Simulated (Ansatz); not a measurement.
The system is ZrC.

```
Zr C
1.0
     3.39148    0.00000    0.00000
    -1.69574    2.93710    0.00000
     0.00000    0.00000    5.29005
Zr C
2 2
Direct
  0.66667 0.33333 0.75000
  0.33333 0.66667 0.25000
  0.00000 0.00000 0.50000
  0.00000 0.00000 0.00000
```

The cell comes from a database or a generator and needn't be the stable form of this composition.

Base run:

| Item | Value |
| --- | --- |
| Program | Ansatz 0.2.0 |
| Functional | PBEsol |
| Potentials or basis | Ansatz PAW |
| Cutoff | 420 eV |
| Density cutoff | 1680 eV |
| k mesh | 9 × 9 × 5 |
| Occupations | fermi-dirac, width 0.05 eV |
| Spin | no spin polarisation |
| Hubbard terms | Zr d U = 4 eV |

Its results: band gap on the k mesh none (metal or under the smearing width); pressure -2.9 GPa.

Task: After a change of settings the same cell gave: band gap on the k mesh none (metal or under the smearing width); pressure -4.2 GPa. Which change was it?
A. hubbard terms from Zr d U = 4 eV to Zr d U = 3 eV
B. hubbard terms from Zr d U = 4 eV to Zr d U = 2 eV
C. k mesh from 9 × 9 × 5 to 7 × 7 × 4; hubbard terms from Zr d U = 4 eV to none; hubbard projectors from ortho-atomic (the default) to none
D. hubbard terms from Zr d U = 4 eV to none; hubbard projectors from ortho-atomic (the default) to none

Result: A.

Caveats: U without spin polarisation on a metal has little footing; the PAW data sets come from PBE, with cores solved anew for the run's functional, which leaves a small shift of forces and pressure; the U is typed as a test and isn't derived for this compound.

Not every run made on this cell is shown here.
